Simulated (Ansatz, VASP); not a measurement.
This is a calculation of MoS2 for Ansatz 0.2.0.

Contents of input.yaml:

```yaml
crystal:
  lattice:
    - [3.1841260822, 0.0, 0.0]
    - [-1.5920630411, 2.757534076, 0.0]
    - [0.0, 0.0, 17.33459995]
  atoms:
    - { symbol: Mo, position: [0.0, 0.0, 0.0] }
    - { symbol: S, position: [0.3333333333, 0.6666666667, 0.91050702] }
    - { symbol: S, position: [0.3333333333, 0.6666666667, 0.08949298] }
hamiltonian:
  xc: pbe
  pseudopotentials: { kind: paw }
kpoints:
  mp_grid: { grid: [10, 10, 2] }
scf:
  occupations: { method: fermi_dirac, width: 0.05 }
output:
  forces: true
  stress: true
  eigenvalues: true
```

Potentials or basis: Ansatz PAW.

The run is started by

```sh
$ ansatz run input.yaml --threads 2 --pin off --max-ram 5120MiB --backend cpu --events-out ev --progress --plain --runs-dir out
```

**Question.** Set up the same calculation for VASP 6.6.1. Potentials there: VASP PAW PBE potentials, release 64 (Mo_sv, S).

**Answer.** As run (the cutoff follows the program's own potentials):

INCAR

```
ALGO = Normal
EDIFF = 1E-7
ENCUT = 520
GGA = PE
ISIF = 2
ISMEAR = -1
LASPH = T
LCHARG = F
LREAL = F
LWAVE = F
NBANDS = 20
NELM = 100
PREC = Accurate
SIGMA = 0.05
```

Contents of KPOINTS:

```
k-points
0
Gamma
  10 10 2
```

The input POSCAR:

```
MoS2
1.0
    3.1841260822      0.0000000000      0.0000000000
   -1.5920630411      2.7575340760      0.0000000000
    0.0000000000      0.0000000000     17.3345999500
Mo S
1 2
Direct
    0.0000000000      0.0000000000      0.0000000000
    0.3333333333      0.6666666667      0.9105070200
    0.3333333333      0.6666666667      0.0894929800
```

Potentials or basis: VASP PAW PBE potentials, release 64 (Mo_sv, S).

Run with:

```console
$ cat potpaw_PBE.64/Mo_sv/POTCAR potpaw_PBE.64/S/POTCAR > POTCAR
$ mpirun -np 1 vasp_std > vasp.out
```

Both were run:

|  | VASP | Ansatz | Ansatz less VASP |
| --- | --- | --- | --- |
| gap on the k mesh at the Fermi level (eV) | 1.74 | 1.73 | -0.012 |
| least direct gap on the mesh (eV) | 1.93 | 1.92 | -0.004 |
| rms of the force components (eV/Å) | 0.097 | 0.102 | +0.0058 |

Atom by atom the forces differ by 0.006 eV/Å (rms over components).

PBE gaps usually lie below the measured ones, often by a third to a half.
